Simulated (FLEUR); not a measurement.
Crystal: Ce.

```
Ce
1.0
    -1.94330    1.94330    1.94330
     1.94330   -1.94330    1.94330
     1.94330    1.94330   -1.94330
Ce
1
Cartesian
  0.0000 0.0000 0.0000
```

This isn't the form of Ce at room conditions, which is fcc.

```yaml
Program: FLEUR MaX-R8.1 (later development tree)
Task: single point
Functional: PBE
Potentials_or_basis: all-electron
Basis: FLAPW
Kmax: 4.1 1/bohr
k_mesh: 10 × 10 × 10
Occupations: fermi-dirac, width 0.05 eV
Spin: collinear spin, ferromagnetic start
Starting_moments: "[1.0] μB"
Gmax: 12.7 1/bohr
Muffin-tin_radii: Ce 2.66 bohr
lmax: Ce 11
Local_orbitals_a_species: Ce 5
Max_iterations: 60
Mixing_factor: 0.05
Mixer: Anderson
Mixer_history: 15
```

On this cell: net moment 0.95 μB per cell; site moments Ce +0.73 μB; band gap on the k mesh none (metal or under the smearing width).

The same run follows on a disturbed copy (cell strained at random at fixed volume):

```
Ce
1.0
    -1.92965    1.98838    1.94753
     1.91087   -2.00598    1.94635
     1.89616    1.97250   -1.96514
Ce
1
Direct
  0.01269 0.01560 0.00024
```

Problem. What changes?

Solution. The energy (extrapolated to zero smearing) moves by -7.0 meV/atom; net moment 0.89 μB per cell; site moments Ce +0.69 μB; band gap on the k mesh none (metal or under the smearing width).

The energy falls, though the first cell shows no forces: that form is unstable against this distortion, unless noise or another electronic state is at work.

Caveats: the magnetic or orbital state may not be the lowest; spin-orbit coupling is left out, which moves the levels of the heavy elements.
